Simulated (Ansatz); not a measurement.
Runs of Ansatz 0.2.0 on Ag. The structure is cubic, space group Fm-3m (No. 225). Conventional cell: a = 4.085 Å, b = 4.085 Å, c = 4.085 Å, α = 90.00°, β = 90.00°, γ = 90.00°. Ag (site symmetry m-3m) has 12 Ag at 2.89 Å as nearest neighbours. 

```tsv
task	level	spin	cell	k mesh	points for each segment of the path	gap on the mesh (eV)	pressure (GPa)
relaxation of cell and atoms	HSE06	off	relaxed	6 × 6 × 6	-	none	0.0
band structure	HSE06	off	as given	6 × 6 × 6	4	none	(a)
single point	PBE0	SOC, no magnetisation	as given	5 × 5 × 5	-	none	2.6
single point	HSE06	SOC, no magnetisation	as given	5 × 5 × 5	-	none	2.6
band structure	HSEsol	off	as given	6 × 6 × 6	4	none	-0.3
```

Alike in all rows: potentials or basis Ansatz PAW; cutoff (eV) 420; smearing fermi-dirac 0.05 eV; the mesh is coarse, so values aren't converged.

Task: Estimate the missing entries.

Result: (a) 4.7.

Caveats: all runs use coarse meshes; the PAW data sets come from PBE, with cores solved anew for the run's functional, which leaves a small shift of forces and pressure; the thresholds are loose for stress (some runs); the plane-wave basis is chosen anew once the cell has moved, so the energies of steps on either side of that aren't comparable (some runs).

A k mesh can miss the band edges, and rows without SOC leave out spin-orbit coupling on Ag.

A gap of «none» marks a metal or a gap under the smearing width.
